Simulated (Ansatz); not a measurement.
The system is Sr.

```
Sr
1.0
    -2.43500    2.43500    2.43500
     2.43500   -2.43500    2.43500
     2.43500    2.43500   -2.43500
Sr
1
Direct
  0.00000 0.00000 0.00000
```

This isn't the form of Sr at room conditions, which is fcc.

Base run:

```yaml
Program: Ansatz 0.2.0
Functional: PBE
Potentials_or_basis: all-electron LAPW, scalar-relativistic
Cutoff: 73 eV (chosen from the basis error)
Basis_error_allowed: 0.001 eV/atom
k_mesh: 8 × 8 × 8
Occupations: gaussian, width 0.1 eV
Spin: no spin polarisation
```

Its results: band gap on the k mesh none (metal or under the smearing width); pressure -0.7 GPa.

Problem. The run is repeated on the same cell with these changes: functional from PBE to LDA. What comes out?

Solution. Band gap on the k mesh none (metal or under the smearing width); pressure -1.9 GPa.

LDA binds more tightly than PBE, so the same cell stands under less pressure.

Caveats: the cell was measured hot, at 901 K.
